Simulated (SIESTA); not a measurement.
W:

```xyz
1
Lattice="-1.5823 1.5823 1.5823 1.5823 -1.5823 1.5823 1.5823 1.5823 -1.5823" Properties=species:S:1:pos:R:3 pbc="T T T"
W     0.0000    0.0000    0.0000
```

Base run:

| Property | Result |
| --- | --- |
| Program | SIESTA 5.4.2 |
| Functional | PBE |
| Potentials or basis | PseudoDojo 0.4 standard (PBE files) |
| Basis | DZP (energy shift 0.002 Ry) |
| Grid cutoff | 800 Ry |
| Energy shift | 0.002 Ry |
| k mesh | 12 × 12 × 12 |
| Occupations | fermi-dirac, width 0.05 eV |
| Spin | no spin polarisation |

Its results: band gap on the k mesh none (metal or under the smearing width); pressure 10.3 GPa.

Task: The run is repeated on the same cell with these changes: basis from DZP (energy shift 0.002 Ry) to TZDP (energy shift 0.002 Ry). What comes out?

Result: Band gap on the k mesh none (metal or under the smearing width); pressure 8.5 GPa.

Caveats: semicore shells carry a single zeta, which can move pressures by several GPa and volumes by a few percent; the basis of atomic orbitals isn't converged, which shifts pressures, moduli and gaps.

Not every run made on this cell is shown here.
